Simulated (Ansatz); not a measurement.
# TaN (P6_3mc) in Ansatz: a series of runs, part 2 of 2

Ansatz 0.2.0. Earlier steps stand in the parts before.

### Step 3. Relaxation of cell and atoms, r2SCAN+U

input.yaml

```yaml
crystal:
  lattice:
    - [3.05000204, 0.0, 0.0]
    - [-1.52500102, 2.64137925, 0.0]
    - [0.0, 0.0, 4.94000153]
  atoms:
    - { symbol: Ta, position: [0.3333333333, 0.6666666667, 0.0] }
    - { symbol: Ta, position: [0.6666666667, 0.3333333333, 0.5] }
    - { symbol: "N", position: [0.3333333333, 0.6666666667, 0.385] }
    - { symbol: "N", position: [0.6666666667, 0.3333333333, 0.885] }
hamiltonian:
  xc: r2scan
  pseudopotentials: { kind: paw }
  hubbard: { sites: [{ species: Ta, l: d, u_eff: 6.0 }] }
kpoints:
  mp_grid: { grid: [10, 10, 6] }
scf:
  occupations: { method: fermi_dirac, width: 0.05 }
output:
  forces: true
  stress: true
  eigenvalues: true
relax:
  f_tol: 0.01
  max_steps: 40
  cell: { stress_tol: 0.05 }
```

Potentials or basis: Ansatz PAW.

The run is started by

```bash
$ ansatz run input.yaml --threads 2 --pin off --max-ram 5632MiB --backend cpu --events-out ev --progress --plain --runs-dir out
```

The program printed:

```text
Warning: RAYON_NUM_THREADS=2 ignored (pool sized by the plan → 2); use --threads N
Ta: projections on atomic orbitals take those of the free atom [Kr 4d10 4f14] 5s2 5p6 5d3 6s2, of charge +0.00 (hamiltonian.pseudopotentials.projection_atoms); the dataset's partial waves leave at most 6.0e-5 of an orbital's norm unspanned inside its sphere
N: projections on atomic orbitals take those of the free atom [He] 2s2 2p3, of charge +0.00 (hamiltonian.pseudopotentials.projection_atoms); the dataset's partial waves leave at most 9.3e-9 of an orbital's norm unspanned inside its sphere
Engine: ansatz 0.2.0, aarch64-unknown-linux-gnu
Pseudopotentials: kind: paw
Pseudopotential: Ta, paw, valence charge 13, recommended cutoff 500 eV (meta_gga), Ta.paw.azcp
Pseudopotential: N, paw, valence charge 5, recommended cutoff 500 eV (meta_gga), N.paw.azcp
Functional definition: r2SCAN
  parameter k0 = 0.174
  parameter k1 = 0.065
  parameter a1 = 4.9479
  exchange = r2scan_x(k0 = k0, k1 = k1, a1 = a1)
  correlation = r2scan_c
Crystal: 4 atoms, lattice volume = 39.798 Å³
Basis set: ecut = 500 eV, 1015 PW (Γ), exchange–correlation on 96×96×160 points (64 copies of the dense FFT grid, shifted against one another)
Bands: 22, of which v1, the nominal top of the filled ones, is band 18 counted from 1 (17 counted from 0)
Symmetry: 12 space group operations
Space group: P63mc (ITA 186), of the structure as read, at distance tolerance 3.4e-5 Å
k-points: 56 of 600 (time reversal used)
Non-local potential: Ta, projectors of the file, l = 0: 3, l = 1: 2, l = 2: 2, l = 3: 1
Non-local potential: N, projectors of the file, l = 0: 2, l = 1: 2, l = 2: 1
PAW form: soft (Blöchl's): semilocal exchange-correlation on the pseudo side does not see the compensation charge
PAW frozen core: Ta, regenerated for the run's functional (the file was generated under x = pbe(κ = 0.804, μ = 0.2195149727645171), c = pbe(β = 0.06672455060314922))
PAW frozen core: N, regenerated for the run's functional (the file was generated under x = pbe(κ = 0.804, μ = 0.2195149727645171), c = pbe(β = 0.06672455060314922))
PAW one-centre angular grid: Ta, 590 points (default); XC on 160 Gauss nodes
PAW one-centre angular grid: N, 302 points (default); XC on 160 Gauss nodes
Initial density: superposition of atomic densities (chi_scale 0.1, normalization cell, long waves of neutral atoms under a Hubbard term (reshape's long-wave potential 0.00 eV rms, cloud 2.41 Å wide))
Initial wavefunctions: pseudopotential atomic-orbital guess
Functional: x = r2scan, c = r2scan; τ floored in thin density (d = 2e-4 eV/Å³)
SCF iter   1: F=—  HF=-20642.970190 eV  |F-HF|=—  |Δ(HF+E_count)|=         —  Δρ=1.37e-1  dr2=7.49e0  dr2_τ=1.78e0  ethr=3.10e-3  ⟨swp⟩=5.9  Hψ=5853  notcnv=0
[... 176 lines left out ...]
Harris-Foulkes:  -20648.554399 eV  (|F-HF|=6.55e-11)
Internal energy: -20648.554241 eV  (E = F + TS)
E sigma→0 (E₀):  -20648.554320 eV
Entropy (-TS):   -0.000159 eV (-0.040 meV/atom)
Fermi energy:    16.637642 eV
--- Per-component energies (eV) ---
  E_band       = -283.552197
  E_kinetic    = 994.574075
  E_local      = -1666.191641  (includes V_loc(G=0)·N_el)
  E_nonlocal   = 118.142383
  E_hartree    = 562.342779
  E_xc         = -527.811010
  E_vxc        = -611.739722  (∫ρ·V_xc dr)
  E_hubbard    = 12.797280  (on-site DFT+U / exact-exchange correction)
  E_vhub       = 4.878907  (the Hubbard potential's part of the band-sum identity)
  E_paw        = -17103.159880  (= ΣΔE_a)
  E_vpaw       = -279.450261  (= ΣTr[D̂ρ^β])
  E_aug_tail   = 0.000207  (compensation charges beyond the density's cutoff)
  E_vtau       = 31.548278  (kinetic-family band-sum trace: ∫τ·v_τ [+ j·A + Jᵃ·Aᵃ] dr)
  E_ewald      = -3037.676745
  E_core_change = -1.571690  (= ΣΔE_core)
  E_smearing   = -0.000159  (= −TS)
  E_closure    = 0.000000  (closes the sum)
  Σ components = -20648.554399   (vs F -20648.554399, Δ=0.00e0)
--- Forces (eV/Å), atoms counted from 1 ---
  atom   1  Ta     0.00000000    -0.00000000    -0.00020259
  atom   2  Ta    -0.00000000     0.00000000    -0.00020259
  atom   3  N     -0.00000000     0.00000000     0.00020567
  atom   4  N     -0.00000000    -0.00000000     0.00020567
  max |Σ_I F_I| component: 6.17e-6 eV/Å
--- Stress (GPa, compression-positive) ---
       -0.002205       0.000000       0.000000
       -0.000000      -0.002205       0.000000
        0.000000       0.000000       0.004941
  P = ⅓ Tr σ = 0.0002 GPa (0.002 kbar)
--- Band table (eV; the first three rows and the last of 56) ---
  k-point 0: bands = ["-55.0307", "-55.0151", "-21.1824", "-20.8790", "-20.5982", "-20.5982", "-20.5736", "-20.5736", "-1.5336", "-0.0086", "8.5714", "9.0453", "10.9689", "10.9689", "11.8488", "11.8488", "15.2452", "15.3658", "17.5559", "17.5559", "18.9654", "18.9654"]
  k-point 1: bands = ["-55.0299", "-55.0164", "-21.1626", "-20.8999", "-20.5966", "-20.5966", "-20.5752", "-20.5752", "-1.4370", "-0.1157", "8.5489", "8.9645", "11.0179", "11.0179", "11.7768", "11.7768", "15.4275", "15.5982", "17.6408", "17.6408", "18.8726", "18.8726"]
  k-point 2: bands = ["-55.0275", "-55.0197", "-21.1081", "-20.9564", "-20.5921", "-20.5921", "-20.5797", "-20.5797", "-1.1690", "-0.4055", "8.5356", "8.7813", "11.1576", "11.1576", "11.5923", "11.5923", "15.8554", "16.0583", "17.8803", "17.8803", "18.5970", "18.5970"]
  k-point 55: bands = ["-54.9880", "-54.9880", "-21.0425", "-21.0425", "-20.9142", "-20.9142", "-20.8660", "-20.8660", "0.1284", "0.1284", "9.7312", "9.7312", "10.3002", "10.3002", "11.7131", "11.7131", "15.2694", "15.2694", "18.0173", "18.0173", "19.5412", "19.5412"]
Occupation matrices written to <dir>
--- Relaxed structure (12 steps of the walk, 12 accepted, 2 SCFs on fresh bases) ---
  F+E_penalty+E_count = -20648.55439943 eV   max|allowed force component| = 2.041e-4 eV/Å   (the final SCF, on the basis selected at the relaxed cell)
  cell:  # Å, volume = 53.1740 Å³
    - [3.151165581733725, 0.0, -1.849537274109915e-33]
    - [-1.5755827908668625, 2.728989445312575, 9.247686370549576e-34]
    - [-2.9956429015507405e-33, 0.0, 6.183385996802542]
  atoms:
    - { symbol: Ta, position: [0.3333333333333333, 0.6666666666666666, 0.03194843243961419] }
    - { symbol: Ta, position: [0.6666666666666666, 0.3333333333333333, 0.5319484324396141] }
    - { symbol: N, position: [0.3333333333333333, 0.6666666666666666, 0.3530515675603858] }
    - { symbol: N, position: [0.6666666666666666, 0.3333333333333333, 0.8530515675603859] }
```

occupation_matrices:

```text
# The occupation matrices of the corrected shells as a run of Ansatz 0.0.0 ended. An entry of
# hamiltonian.hubbard.sites starts from them by `starting_ns: <path of this file>`, where that key's refused
# combinations let it.
# Free energy -20648.554399 eV.
# projection_atom_Ta: [Kr 4d10 4f14] 5s2 5p6 5d3 6s2
[... 26 lines left out ...]
  site1_d:
    matrix:
      - [0.4387235616445306, 0.0, -4.9873299934333204e-18, -2.42861286636753e-17, -8.673617379884035e-19]
      - [-1.0842021724855044e-19, 0.24717169730777577, -2.168404344971009e-19, 0.0, 0.08744341627992733]
      - [-4.7704895589362195e-18, 4.336808689942018e-19, 0.2471716973077758, 0.0874434162799273, 1.6263032587282567e-19]
      - [-2.2551405187698492e-17, 2.168404344971009e-19, 0.0874434162799273, 0.39661853112385537, -1.734723475976807e-18]
      - [-8.673617379884035e-19, 0.08744341627992733, -5.421010862427522e-20, 0.0, 0.39661853112385553]
```

Wall time 81 s (2 threads of Arm Neoverse V2, shared host); peak memory 0.57 GiB.

Results:

* Free energy: -20648.5544 eV
* Relaxed volume: 13.29 Å³/atom
* Relaxed cell: a = 3.151 Å, b = 3.151 Å, c = 6.183 Å, α = 90.00°, β = 90.00°, γ = 120.00°
* Space group after relaxing (to 0.05 Å): P6_3mc (No. 186)
* Energy gained by relaxing: 1564.4 meV/atom
* Ionic steps: 14
* Pressure after relaxing: 0.0 GPa
* Band gap on the k mesh: 0.58 eV, indirect (least direct gap 0.60 eV)

Step by step:
```
step  energy change (eV)  largest force (eV/Å)  volume (Å³)
   1              0.0000                2.3777        39.80
   2             -3.6327                1.7118        45.46
   3             -4.9928                1.5633        49.23
   4             -5.7126                1.0255        51.91
   5             -6.0752                0.1491        53.43
   6             -6.1980                0.4948        53.39
   7             -6.1993                0.3110        53.58
   8             -6.2096                0.0045        52.85
   9             -6.2100                0.0012        53.02
  10             -6.2100                0.0003        53.03
  11             -6.2563                0.0038        53.03
  12             -6.2577                0.0018        53.17
  13             -6.2577                0.0002        53.17
  14             -6.2578                0.0002        53.17
```

Final structure:
```cif
data_structure
_symmetry_space_group_name_H-M 'P 1'
_symmetry_Int_Tables_number 1
_cell_length_a 3.1512
_cell_length_b 3.1512
_cell_length_c 6.1834
_cell_angle_alpha 90.000
_cell_angle_beta 90.000
_cell_angle_gamma 120.000
_cell_volume 53.17
loop_
_atom_site_label
_atom_site_type_symbol
_atom_site_fract_x
_atom_site_fract_y
_atom_site_fract_z
_atom_site_occupancy
Ta1 Ta 0.33333 0.66667 0.03195 1
Ta2 Ta 0.66667 0.33333 0.53195 1
N1 N 0.33333 0.66667 0.35305 1
N2 N 0.66667 0.33333 0.85305 1
```

Levels at points of the mesh, in eV from the valence-band top:
| k point | band 15 | band 16 | band 17 | band 18 | band 19 | band 20 | band 21 | band 22 |
| --- | --- | --- | --- | --- | --- | --- | --- | --- |
| (0.00, 0.00, 0.00) | -4.47 | -4.47 | -1.08 | -0.96 | 1.23 | 1.23 | 2.64 | 2.64 |
| (0.00, 0.00, -0.50) | -4.96 | -4.96 | -0.13 | -0.13 | 1.91 | 1.91 | 1.91 | 1.91 |
| (0.00, -0.50, 0.00) | -5.06 | -3.72 | -1.70 | -0.79 | 1.38 | 2.88 | 3.44 | 4.17 |
| (0.00, -0.50, -0.50) | -4.61 | -4.61 | -0.87 | -0.87 | 2.11 | 2.11 | 4.07 | 4.07 |

Eigenvalues of the final occupation matrices:
```tsv
site	spin	trace	eigenvalues
site 1	1	1.73	0.21 0.21 0.44 0.44 0.44
site 2	1	1.73	0.21 0.21 0.44 0.44 0.44
```

Caveat: the electronic state changed during the relaxation; the volume moved by over 15 % at a fixed basis, so the end points are rough; the plane-wave basis is chosen anew once the cell has moved, so the energies of steps on either side of that aren't comparable; spin-orbit coupling is left out, which moves the levels of the heavy elements; the PAW data sets come from PBE, with cores solved anew for the run's functional, which leaves a small shift of forces and pressure. A k mesh can miss the band edges.

### Step 4. Relaxation of cell and atoms, r2SCAN+U

input.yaml, as its differences from that of step 3:

```diff
@@ -13,3 +13,3 @@
   pseudopotentials: { kind: paw }
-  hubbard: { sites: [{ species: Ta, l: d, u_eff: 6.0 }] }
+  hubbard: { sites: [{ species: Ta, l: d, u_eff: 8.0 }] }
 kpoints:
@@ -22,2 +22,6 @@
   eigenvalues: true
+  write_density: true
+  write_potential: true
+  elf: true
+  volumetric_format: npy
 relax:
```

The run is started by

```bash
$ ansatz run input.yaml --threads 2 --pin off --max-ram 5632MiB --backend cpu --events-out ev --progress --plain --runs-dir out
```

Run time: 90 s. Hardware: 2 threads of Arm Neoverse V2, shared host; peak memory 0.58 GiB.

Results (log left out):

```
Free energy                            : -20644.3812 eV
Relaxed volume                         : 13.52 Å³/atom
Relaxed cell                           : a = 3.166 Å, b = 3.166 Å, c = 6.232 Å, α = 90.00°, β = 90.00°, γ = 120.00°
Space group after relaxing (to 0.05 Å) : P6_3mc (No. 186)
Energy gained by relaxing              : 1668.9 meV/atom
Ionic steps                            : 13
Pressure after relaxing                : 0.0 GPa
Band gap on the k mesh                 : 0.60 eV, direct
```

Step by step:
```
step  energy change (eV)  largest force (eV/Å)  volume (Å³)
   1              0.0000                2.3743        39.80
   2             -3.7145                1.6613        45.29
   3             -5.2222                1.4500        49.21
   4             -6.0216                1.1187        52.12
   5             -6.4404                0.1684        53.89
   6             -6.6117                0.3057        53.95
   7             -6.6206                0.0361        54.04
   8             -6.6211                0.0144        53.91
   9             -6.6211                0.0002        53.90
  10             -6.6738                0.0048        53.90
  11             -6.6756                0.0048        54.07
  12             -6.6756                0.0010        54.08
  13             -6.6757                0.0011        54.08
```

Final structure:
```yaml
crystal:
  lattice:
    - [3.16562, 0.00000, 0.00000]
    - [-1.58281, 2.74151, 0.00000]
    - [0.00000, 0.00000, 6.23160]
  atoms:
    - { symbol: Ta, position: [0.33333, 0.66667, 0.03121] }
    - { symbol: Ta, position: [0.66667, 0.33333, 0.53121] }
    - { symbol: N, position: [0.33333, 0.66667, 0.35379] }
    - { symbol: N, position: [0.66667, 0.33333, 0.85379] }
```

Levels at points of the mesh, in eV from the valence-band top:
```tsv
k point	band 14	band 15	band 16	band 17	band 18	band 19	band 20	band 21	band 22
(0.00, 0.00, 0.00)	-5.48	-4.61	-4.61	-1.34	-1.09	1.66	1.66	2.38	2.38
(0.00, 0.00, -0.50)	-5.09	-5.09	-5.09	-0.35	-0.35	2.16	2.16	2.16	2.16
(0.00, -0.50, 0.00)	-5.26	-5.20	-3.86	-1.52	-1.11	1.20	2.92	3.13	4.20
(0.00, -0.50, -0.50)	-5.82	-4.63	-4.63	-0.99	-0.99	2.20	2.20	3.93	3.93
```

Eigenvalues of the final occupation matrices:
```
  site  spin  trace               eigenvalues
site 1     1   1.68  0.17 0.17 0.45 0.45 0.45
site 2     1   1.68  0.17 0.17 0.45 0.45 0.45
```

Caveat: the electronic state changed during the relaxation; the volume moved by over 15 % at a fixed basis, so the end points are rough; the plane-wave basis is chosen anew once the cell has moved, so the energies of steps on either side of that aren't comparable; spin-orbit coupling is left out, which moves the levels of the heavy elements; the PAW data sets come from PBE, with cores solved anew for the run's functional, which leaves a small shift of forces and pressure.

### Step 5. Overview

```csv
U,gap on the mesh (eV),pressure (GPa),relaxed volume (Å³/atom)
Ta d U = 5 eV,0.55,0.0,13.21
Ta d U = 6 eV,0.58,0.0,13.29
Ta d U = 8 eV,0.60,0.0,13.52
```

Alike in all rows: task relaxation of cell and atoms; level r2SCAN+U; potentials or basis Ansatz PAW; no spin polarisation; cell relaxed; k mesh 10 × 10 × 6; cutoff (eV) 500; smearing fermi-dirac 0.05 eV.

Caveats: the electronic state changed during the relaxation; the volume moved by over 15 % at a fixed basis, so the end points are rough; the plane-wave basis is chosen anew once the cell has moved, so the energies of steps on either side of that aren't comparable; spin-orbit coupling is left out, which moves the levels of the heavy elements; the PAW data sets come from PBE, with cores solved anew for the run's functional, which leaves a small shift of forces and pressure.

Total energies depend on the potentials used, so only differences within one code and one set of settings carry meaning.
